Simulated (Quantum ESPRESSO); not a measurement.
KF (Carobbiite):

```
K F
1.0
     0.00000    2.67185    2.67185
     2.67185    0.00000    2.67185
     2.67185    2.67185    0.00000
K F
1 1
Cartesian
  0.0000 0.0000 0.0000
  2.6719 2.6719 2.6719
```

| Property | Result |
| --- | --- |
| Program | Quantum ESPRESSO 7.5 |
| Task | phonons |
| Functional | PBE |
| Potentials or basis | PseudoDojo 0.4.1 SR PBE standard |
| Cutoff | 1143 eV |
| Density cutoff | 4572 eV |
| k mesh | 4 × 4 × 4, shifted |
| Occupations | fermi-dirac, width 0.05 eV |
| Spin | no spin polarisation |
| Target pressure | 10 GPa |
| Mixing beta | 0.5 |
| Most SCF iterations | 120 |
| SCF threshold | 4e-10 Ry |

The cell and the atoms were relaxed first at 10 GPa, to 16.13 Å³/atom (a = 3.573 Å, b = 3.573 Å, c = 3.573 Å, α = 60.00°, β = 60.00°, γ = 60.00°), and the response was taken there.

The first run showed a gap, so the response started from a second, tighter run with fixed occupations.

Problem. Which optical modes does the crystal have at the zone centre, and which show in infrared and Raman spectra?

Solution. The optical modes are T1u. Infrared active: T1u. None is Raman active.

Optical modes at Γ, degenerate ones joined, polar ones without the macroscopic field:
| cm⁻¹ | components | symmetry | active in | IR intensity, summed ((D/Å)²/amu) |
| --- | --- | --- | --- | --- |
| 263 | 3 | T1u | IR | 7.33 |

Zone-centre frequencies without and with the macroscopic field along z (cm⁻¹):
|  | optical modes in rising order |
| --- | --- |
| without | 263 263 263 |
| with the field | 263 263 383 |

Caveat: the volume moved by over 15 % at a fixed basis, so the end points are rough; the cell is more than 3 GPa from zero pressure, which shifts response properties.
